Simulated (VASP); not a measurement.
# TePb (Fm-3m) in VASP: settings compared

The runs below take TePb through band structure, with r2SCAN, SCAN, rSCAN.

Program: VASP 6.6.1. These are calculated values, not measurements. Logs are shortened: lines on timing, memory, paths and dates and some standing lists are left out, and cuts for length are marked.

**The experiment to reproduce.**

From a printed reference work, monograph, for a bulk crystal of TePb at 4.2 K: band gap 0.19 eV (direct).

The runs below are set against these values where they give the same quantity.

## 1. The structure

It takes space group Fm-3m (No. 225, cubic). The conventional cell has a = 6.462 Å, b = 6.462 Å, c = 6.462 Å, α = 90.00°, β = 90.00°, γ = 90.00°. Pb (site symmetry m-3m) is surrounded by 6 Te at 3.23 Å. Te (site symmetry m-3m) has 6 Pb at 3.23 Å as nearest neighbours.

## 2. Band structure, r2SCAN, spin-orbit coupling, no magnetisation

Contents of INCAR:

```
PREC     = Accurate       # precision mode
ENCUT    = 520            # plane-wave cutoff, eV
EDIFF    = 1E-7           # SCF threshold, eV
ISMEAR   = -1             # smearing method
SIGMA    = 0.05           # smearing width, eV
LREAL    = False          # projectors in reciprocal space
LASPH    = True           # aspherical terms in the spheres
NELM     = 60             # most SCF steps
ALGO     = Normal         # electronic algorithm
ISIF     = 2              # what is computed and relaxed
LWAVE    = False          # write WAVECAR
LCHARG   = False          # write CHGCAR
LNONCOLLINEAR= True           # non-collinear magnetism
MAGMOM   = 0 0 0 0 0 0    # initial moments
LORBIT   = 11             # projections on sites
LSORBIT  = True           # spin-orbit coupling
GGA_COMPAT= False        
METAGGA  = R2SCAN         # meta-GGA
LMIXTAU  = True
```

Contents of KPOINTS:

```
Automatic mesh
0
Gamma
  5 5 5
```

Contents of POSCAR:

```
TePb
1.0
    0.0000000000      3.2310000000      3.2310000000
    3.2310000000      0.0000000000      3.2310000000
    3.2310000000      3.2310000000      0.0000000000
Pb Te
1 1
Direct
    0.0000000000      0.0000000000      0.0000000000
    0.5000000000      0.5000000000      0.5000000000
```

Contents of KPOINTS_OPT:

```
path GXWKGLUWLK,UX
20
line-mode
reciprocal
 0.0000000000  0.0000000000  0.0000000000  G
 0.5000000000  0.0000000000  0.5000000000  X

 0.5000000000  0.0000000000  0.5000000000  X
 0.5000000000  0.2500000000  0.7500000000  W

 0.5000000000  0.2500000000  0.7500000000  W
 0.3750000000  0.3750000000  0.7500000000  K

 0.3750000000  0.3750000000  0.7500000000  K
 0.0000000000  0.0000000000  0.0000000000  G

 0.0000000000  0.0000000000  0.0000000000  G
 0.5000000000  0.5000000000  0.5000000000  L

 0.5000000000  0.5000000000  0.5000000000  L
 0.6250000000  0.2500000000  0.6250000000  U

 0.6250000000  0.2500000000  0.6250000000  U
 0.5000000000  0.2500000000  0.7500000000  W

 0.5000000000  0.2500000000  0.7500000000  W
 0.5000000000  0.5000000000  0.5000000000  L

 0.5000000000  0.5000000000  0.5000000000  L
 0.3750000000  0.3750000000  0.7500000000  K

 0.6250000000  0.2500000000  0.6250000000  U
 0.5000000000  0.0000000000  0.5000000000  X
```

Potentials or basis: VASP PAW PBE potentials, release 64 (Pb_d, Te).

The run is started by

```console
> cat potpaw_PBE.64/Pb_d/POTCAR potpaw_PBE.64/Te/POTCAR > POTCAR
> mpirun -np 1 vasp_ncl > vasp.out
```

OUTCAR:

```text
PREC = Accurate
   ENCUT = 520
   EDIFF = 1E-7
   ISMEAR = -1
   LREAL = False
   LASPH = True
   NELM = 60
   ISIF = 2
   LNONCOLLINEAR = True
   LORBIT = 11
   LSORBIT = True
   METAGGA = R2SCAN

 ion  position               nearest neighbor table
   1  0.000  0.000  0.000-   2 3.23   2 3.23   2 3.23   2 3.23   2 3.23   2 3.23
   2  0.500  0.500  0.500-   1 3.23   1 3.23   1 3.23   1 3.23   1 3.23   1 3.23

  LATTYP: Found a face centered cubic cell.
 ALAT       =     6.4620000000

  Lattice vectors:

 A1 = (   0.0000000000,   3.2310000000,   3.2310000000)
 A2 = (   3.2310000000,   0.0000000000,   3.2310000000)
 A3 = (   3.2310000000,   3.2310000000,   0.0000000000)

Analysis of symmetry for initial positions (statically):
=====================================================================
 Subroutine PRICEL returns:
 Original cell was already a primitive cell.

 Routine SETGRP: Setting up the symmetry group for a
 face centered cubic supercell.

 Subroutine GETGRP returns: Found 48 space group operations
 (whereof 48 operations were pure point group operations)
 out of a pool of 48 trial point group operations.

The static configuration has the point symmetry O_h .

Analysis of symmetry for dynamics (positions and initial velocities):
=====================================================================
 Subroutine PRICEL returns:
 Original cell was already a primitive cell.

 Routine SETGRP: Setting up the symmetry group for a
 face centered cubic supercell.

 Subroutine GETGRP returns: Found 48 space group operations
 (whereof 48 operations were pure point group operations)
 out of a pool of 48 trial point group operations.

The dynamic configuration has the point symmetry O_h .

Analysis of structural, dynamic, and magnetic symmetry:
=====================================================================
 Subroutine PRICEL returns:
 Original cell was already a primitive cell.

 Routine SETGRP: Setting up the symmetry group for a
 face centered cubic supercell.

 Subroutine GETGRP returns: Found 48 space group operations
 (whereof 48 operations were pure point group operations)
 out of a pool of 48 trial point group operations.

The overall configuration has the point symmetry O_h .

 Subroutine INISYM returns: Found 48 space group operations
 (whereof 48 operations are pure point group operations),
 and found     1 'primitive' translations

----------------------------------------------------------------------------------------

                                     Primitive cell

  volume of cell :      67.4592

  direct lattice vectors                    reciprocal lattice vectors
     0.000000000  3.231000000  3.231000000    -0.154750851  0.154750851  0.154750851
     3.231000000  0.000000000  3.231000000     0.154750851 -0.154750851  0.154750851
     3.231000000  3.231000000  0.000000000     0.154750851  0.154750851 -0.154750851

  length of vectors
     4.569324020  4.569324020  4.569324020     0.268036337  0.268036337  0.268036337

  position of ions in fractional coordinates (direct lattice)
     0.000000000  0.000000000  0.000000000
     0.500000000  0.500000000  0.500000000

  ion indices of the primitive-cell ions
   primitive index   ion index
                 1           1
                 2           2

----------------------------------------------------------------------------------------

 KPOINTS: Automatic mesh

Automatic generation of k-mesh.
 Grid dimensions read from file:
 generate k-points for:    5    5    5

 Generating k-lattice:

  Cartesian coordinates                     Fractional coordinates (reciprocal lattice)
    -0.030950170  0.030950170  0.030950170     0.200000000  0.000000000  0.000000000
     0.030950170 -0.030950170  0.030950170     0.000000000  0.200000000  0.000000000
     0.030950170  0.030950170 -0.030950170     0.000000000  0.000000000  0.200000000

  Length of vectors
     0.053607267  0.053607267  0.053607267

  Shift w.r.t. Gamma in fractional coordinates (k-lattice)
[... 32 lines left out ...]
   LNONCOLLINEAR =      T non collinear calculations
   LSORBIT =      T    spin-orbit coupling
   LASPH  =      T    aspherical Exc in radial PAW
   ENCUT  =  520.0 eV  38.22 Ry    6.18 a.u.   8.50  8.50  8.50*2*pi/ulx,y,z
   NELM   =     60;   NELMIN=  2; NELMDL= -5     # of ELM steps
   EDIFF  = 0.1E-06   stopping-criterion for ELM
   LREAL  =      F    real-space projection
[... 7 lines left out ...]
   TEBEG  =    0.0;   TEEND  =   0.0 temperature during run
   PSTRESS=    0.0 pullay stress
   NELECT =      20.0000    total number of electrons
   NUPDOWN=      -1.0000    fix difference up-down
   EMIN   =  10.00;   EMAX   =-10.00  energy-range for DOS
[... 5 lines left out ...]
     AMIX     =   0.40;   BMIX     =  1.00
     AMIX_MAG =   1.60;   BMIX_MAG =  1.00
  volume/ion in A,a.u.               =      33.73       227.62
  Fermi-wavevector in a.u.,A,eV,Ry     =   1.091619  2.062861 16.213147  1.191633
[... 36 lines left out ...]
 Fermi energy:         5.7544036977

 k-point     1 :       0.0000    0.0000    0.0000
  band No.  band energies     occupation
      1     -13.3141      1.00000
      2     -13.3141      1.00000
      3     -13.3141      1.00000
      4     -13.3141      1.00000
      5     -10.7502      1.00000
      6     -10.7502      1.00000
[... 299 lines left out ...]
     27      12.0703      0.00000
     28      12.0703      0.00000

------------------------ aborting loop because EDIFF is reached ----------------------------------------

  FORCE on cell =-STRESS in cart. coord.  units (eV):
  Direction    XX          YY          ZZ          XY          YZ          ZX
  --------------------------------------------------------------------------------------
  -------------------------------------------------------------------------------------
  Total        0.6059422      0.6059422      0.6059422     -0.0000000     -0.0000000      0.0000000
  in kB       14.3913285     14.3913285     14.3913285     -0.0000000     -0.0000000      0.0000000
  external PRESSURE =      14.3913285 kB  Pullay stress =       0.0000000 kB

 VOLUME and BASIS-vectors are now :
 -----------------------------------------------------------------------------
  energy-cutoff  :      520.00
  volume of cell :       67.46
      direct lattice vectors                 reciprocal lattice vectors
     0.000000000  3.231000000  3.231000000    -0.154750851  0.154750851  0.154750851
     3.231000000  0.000000000  3.231000000     0.154750851 -0.154750851  0.154750851
     3.231000000  3.231000000  0.000000000     0.154750851  0.154750851 -0.154750851

 POSITION                                       TOTAL-FORCE (eV/Angst)
 -----------------------------------------------------------------------------------
      0.00000      0.00000      0.00000         0.000000     -0.000000      0.000000
      3.23100      3.23100      3.23100         0.000000      0.000000      0.000000
 -----------------------------------------------------------------------------------
    total drift:                               -0.000000      0.000000      0.000000

  FREE ENERGIE OF THE ION-ELECTRON SYSTEM (eV)
  ---------------------------------------------------
  free  energy   TOTEN  =       -83.1850997140 eV

  energy  without entropy=      -83.1849458539  energy(sigma->0) =      -83.18502278

 Spin-Orbit-Coupling matrix elements

 Ion:    1  E_soc:     -0.8327038
 l=   1
     0.0000000    -0.0735024    -0.0735024
    -0.0735024     0.0000000    -0.0735024
    -0.0735024    -0.0735024     0.0000000
 l=   2
     0.0000000    -0.0130310     0.0000000    -0.0130310    -0.0522506
    -0.0130310     0.0000000    -0.0391880    -0.0130310    -0.0130627
     0.0000000    -0.0391880     0.0000000    -0.0391880     0.0000000
    -0.0130310    -0.0130310    -0.0391880     0.0000000    -0.0130627
    -0.0522506    -0.0130627     0.0000000    -0.0130627     0.0000000
 l=   3
     0.0000000     0.0000000     0.0000000     0.0000000     0.0000000     0.0000000     0.0000000
     0.0000000     0.0000000     0.0000000     0.0000000     0.0000000     0.0000000     0.0000000
     0.0000000     0.0000000     0.0000000     0.0000000     0.0000000     0.0000000     0.0000000
     0.0000000     0.0000000     0.0000000     0.0000000     0.0000000     0.0000000     0.0000000
     0.0000000     0.0000000     0.0000000     0.0000000     0.0000000     0.0000000     0.0000000
     0.0000000     0.0000000     0.0000000     0.0000000     0.0000000     0.0000000     0.0000000
     0.0000000     0.0000000     0.0000000     0.0000000     0.0000000     0.0000000     0.0000000

 Ion:    2  E_soc:     -0.1904466
 l=   1
     0.0000000    -0.0317621    -0.0317621
    -0.0317621     0.0000000    -0.0317621
    -0.0317621    -0.0317621     0.0000000
 l=   2
     0.0000000    -0.0000092     0.0000000    -0.0000092     0.0000302
    -0.0000092     0.0000000     0.0000227    -0.0000092     0.0000076
     0.0000000     0.0000227     0.0000000     0.0000227     0.0000000
    -0.0000092    -0.0000092     0.0000227     0.0000000     0.0000076
     0.0000302     0.0000076     0.0000000     0.0000076     0.0000000
 l=   3
     0.0000000     0.0000000     0.0000000     0.0000000     0.0000000     0.0000000     0.0000000
     0.0000000     0.0000000     0.0000000     0.0000000     0.0000000     0.0000000     0.0000000
     0.0000000     0.0000000     0.0000000     0.0000000     0.0000000     0.0000000     0.0000000
     0.0000000     0.0000000     0.0000000     0.0000000     0.0000000     0.0000000     0.0000000
     0.0000000     0.0000000     0.0000000     0.0000000     0.0000000     0.0000000     0.0000000
     0.0000000     0.0000000     0.0000000     0.0000000     0.0000000     0.0000000     0.0000000
     0.0000000     0.0000000     0.0000000     0.0000000     0.0000000     0.0000000     0.0000000

 total charge

# of ion       s       p       d       tot
------------------------------------------
    1        1.449   0.586   9.827  11.863
    2        1.379   2.040   0.019   3.437
--------------------------------------------------
tot          2.828   2.627   9.846  15.301

 magnetization (x)

# of ion       s       p       d       tot
------------------------------------------
    1       -0.000  -0.000  -0.000  -0.000
    2       -0.000  -0.000  -0.000  -0.000
--------------------------------------------------
tot         -0.000  -0.000  -0.000  -0.000

 magnetization (y)

# of ion       s       p       d       tot
------------------------------------------
    1       -0.000   0.000   0.000  -0.000
    2        0.000   0.000   0.000   0.000
--------------------------------------------------
tot         -0.000   0.000   0.000  -0.000

 magnetization (z)

# of ion       s       p       d       tot
------------------------------------------
    1       -0.000   0.000  -0.000  -0.000
    2        0.000   0.000  -0.000   0.000
--------------------------------------------------
tot         -0.000   0.000  -0.000  -0.000
```

It took 24 min on 1 thread of Intel Xeon 6975P-C (Granite Rapids), shared host; peak memory 0.45 GiB.

What came out:

```yaml
Free_energy: -83.1851 eV
Pressure: 1.4 GPa
Valence_electrons_inside_the_program's_atomic_spheres: Pb 11.86; Te 3.44
```

Caveat: this odd mesh misses L, where the gap lies, so gap, dielectric constants and Born charges aren't listed; the PAW data sets were made with another functional, which shifts forces and pressure a little.

## 3. Band structure, SCAN

Contents of INCAR:

```
SYSTEM = TePb
PREC     = Accurate       ! precision mode
ENCUT    = 520            ! plane-wave cutoff, eV
EDIFF    = 1E-6           ! SCF threshold, eV
ISMEAR   = -1             ! smearing method
SIGMA    = 0.05           ! smearing width, eV
LREAL    = .FALSE.        ! projectors in reciprocal space
LASPH    = .TRUE.         ! aspherical terms in the spheres
NELM     = 100            ! most SCF steps
ALGO     = Normal         ! electronic algorithm
ISIF     = 2              ! what is computed and relaxed
LWAVE    = .FALSE.        ! write WAVECAR
LCHARG   = .FALSE.        ! write CHGCAR
METAGGA  = SCAN           ! meta-GGA
LMIXTAU  = .TRUE.       
NBANDS   = 17             ! bands
```

Contents of KPOINTS:

```
regular mesh
0
G
  7 7 7
  0 0 0
```

POSCAR is that of step 2.

KPOINTS_OPT is that of step 2.

Potentials or basis: VASP PAW PBE potentials, release 64 (Pb_d, Te).

The run is started by

```console
> cat potpaw_PBE.64/Pb_d/POTCAR potpaw_PBE.64/Te/POTCAR > POTCAR
> mpirun -np 1 vasp_std > vasp.out
```

It took 4.9 min on 1 thread of Intel Xeon 6975P-C (Granite Rapids), shared host; peak memory 0.21 GiB.

Results (log left out):

* Free energy: -113.7509 eV
* Pressure: 0.6 GPa
* Band gap along the path: 0.85 eV, direct

Levels at the corners of the path, in eV from the Fermi level:
```tsv
point	band 6	band 7	band 8	band 9	band 10	band 11	band 12	band 13	band 14	band 15
Γ	-13.04	-6.35	-1.97	-1.97	-1.97	3.64	3.64	3.65	5.80	5.80
X	-11.24	-8.21	-5.15	-3.44	-3.44	3.21	5.12	5.12	6.49	10.19
X	-11.24	-8.21	-5.15	-3.44	-3.44	3.21	5.12	5.12	6.49	10.19
W	-11.05	-8.96	-4.43	-4.43	-0.87	1.19	5.07	5.07	6.64	6.64
W	-11.05	-8.96	-4.43	-4.43	-0.87	1.19	5.07	5.07	6.64	6.64
K	-11.13	-8.93	-4.76	-2.91	-2.66	3.29	3.36	5.00	5.72	8.74
K	-11.13	-8.93	-4.76	-2.91	-2.66	3.29	3.36	5.00	5.72	8.74
Γ	-13.04	-6.35	-1.97	-1.97	-1.97	3.64	3.64	3.65	5.80	5.80
Γ	-13.04	-6.35	-1.97	-1.97	-1.97	3.64	3.64	3.65	5.80	5.80
L	-11.49	-9.56	-1.41	-1.41	-0.46	0.39	0.75	0.75	8.50	9.10
L	-11.49	-9.56	-1.41	-1.41	-0.46	0.39	0.75	0.75	8.50	9.10
U	-11.13	-8.93	-4.76	-2.91	-2.66	3.29	3.36	5.00	5.72	8.74
U	-11.13	-8.93	-4.76	-2.91	-2.66	3.29	3.36	5.00	5.72	8.74
W	-11.05	-8.96	-4.43	-4.43	-0.87	1.19	5.07	5.07	6.64	6.64
W	-11.05	-8.96	-4.43	-4.43	-0.87	1.19	5.07	5.07	6.64	6.64
L	-11.49	-9.56	-1.41	-1.41	-0.46	0.39	0.75	0.75	8.50	9.10
L	-11.49	-9.56	-1.41	-1.41	-0.46	0.39	0.75	0.75	8.50	9.10
K	-11.13	-8.93	-4.76	-2.91	-2.66	3.29	3.36	5.00	5.72	8.74
U	-11.13	-8.93	-4.76	-2.91	-2.66	3.29	3.36	5.00	5.72	8.74
X	-11.24	-8.21	-5.15	-3.44	-3.44	3.21	5.12	5.12	6.49	10.19
```

Caveat: this odd mesh misses L, where the gap lies, so gap, dielectric constants and Born charges aren't listed; the PAW data sets were made with another functional, which shifts forces and pressure a little; spin-orbit coupling is left out, which moves the levels of the heavy elements.

## 4. Band structure, rSCAN

Contents of INCAR:

```
PREC = Accurate
ENCUT = 520
EDIFF = 1E-7
ISMEAR = -1
SIGMA = 0.05
LREAL = F
LASPH = T
NELM = 60
ALGO = Normal
ISIF = 2
LWAVE = F
LCHARG = F
METAGGA = RSCAN
LMIXTAU = T
```

Contents of KPOINTS:

```
Automatic mesh
0
Gamma
  7 7 7
```

POSCAR is that of step 3.

KPOINTS_OPT: that of step 3 with these lines changed.

```diff
@@ -1,3 +1,3 @@
 path GXWKGLUWLK,UX
-20
+15
 line-mode
```

The run is started by

```console
> cat potpaw_PBE.64/Pb_d/POTCAR potpaw_PBE.64/Te/POTCAR > POTCAR
> mpirun -np 1 vasp_std > vasp.out
```

It took 4 min on 1 thread of Intel Xeon 6975P-C (Granite Rapids), shared host; peak memory 0.21 GiB.

Results (log left out):

| Property | Result |
| --- | --- |
| Free energy | -146.5659 eV |
| Pressure | 1.7 GPa |
| Band gap along the path | 0.99 eV, direct |

Levels at the corners of the path, in eV from the Fermi level:
```csv
point,band 7,band 8,band 9,band 10,band 11,band 12,band 13,band 14
Γ,-6.18,-2.03,-2.03,-2.03,3.79,3.79,3.79,5.62
X,-8.03,-5.23,-3.51,-3.51,3.03,5.27,5.27,6.61
X,-8.03,-5.23,-3.51,-3.51,3.03,5.27,5.27,6.61
W,-8.78,-4.50,-4.50,-0.98,1.33,5.02,5.02,6.70
W,-8.78,-4.50,-4.50,-0.98,1.33,5.02,5.02,6.70
K,-8.76,-4.84,-2.99,-2.71,3.31,3.46,4.93,5.78
K,-8.76,-4.84,-2.99,-2.71,3.31,3.46,4.93,5.78
Γ,-6.18,-2.03,-2.03,-2.03,3.79,3.79,3.79,5.62
Γ,-6.18,-2.03,-2.03,-2.03,3.79,3.79,3.79,5.62
L,-9.43,-1.56,-1.56,-0.53,0.46,0.86,0.86,8.40
L,-9.43,-1.56,-1.56,-0.53,0.46,0.86,0.86,8.40
U,-8.76,-4.84,-2.99,-2.71,3.31,3.46,4.93,5.78
U,-8.76,-4.84,-2.99,-2.71,3.31,3.46,4.93,5.78
W,-8.78,-4.50,-4.50,-0.98,1.33,5.02,5.02,6.70
W,-8.78,-4.50,-4.50,-0.98,1.33,5.02,5.02,6.70
L,-9.43,-1.56,-1.56,-0.53,0.46,0.86,0.86,8.40
L,-9.43,-1.56,-1.56,-0.53,0.46,0.86,0.86,8.40
K,-8.76,-4.84,-2.99,-2.71,3.31,3.46,4.93,5.78
U,-8.76,-4.84,-2.99,-2.71,3.31,3.46,4.93,5.78
X,-8.03,-5.23,-3.51,-3.51,3.03,5.27,5.27,6.61
```

Caveat: this odd mesh misses L, where the gap lies, so gap, dielectric constants and Born charges aren't listed; the PAW data sets were made with another functional, which shifts forces and pressure a little; spin-orbit coupling is left out, which moves the levels of the heavy elements.

## 5. The runs side by side

| level | spin | k mesh | pressure (GPa) |
| --- | --- | --- | --- |
| r2SCAN | SOC, no magnetisation | 5 × 5 × 5 | 1.4 |
| SCAN | off | 7 × 7 × 7 | 0.6 |
| rSCAN | off | 7 × 7 × 7 | 1.7 |

Alike in all rows: task band structure; potentials or basis VASP PAW PBE potentials, release 64 (Pb_d, Te); cell as given; cutoff (eV) 520; smearing fermi-dirac 0.05 eV.

The pressure there spans 0.6 GPa (SCAN) to 1.7 GPa (rSCAN); a positive pressure means that this level wants a larger cell, a negative one a smaller.

Caveats: the PAW data sets were made with another functional, which shifts forces and pressure a little; spin-orbit coupling is left out, which moves the levels of the heavy elements (some runs).

Absolute energies hang on the potentials; compare differences alone.

## 6. Comparison with measurements

Step 3. Measured gap of TePb: 0.19 eV (direct; 4.2 K; a printed reference work, monograph). This calculation gives 0.85 eV (+0.66 eV). Spin-orbit coupling on Pb, Te is left out. The value is that of SCAN, without temperature or zero-point motion.

Step 4. Measured gap of TePb: 0.19 eV (direct; 4.2 K; a printed reference work, monograph). This calculation gives 0.99 eV (+0.80 eV). Spin-orbit coupling on Pb, Te is left out. The value is that of rSCAN, without temperature or zero-point motion.
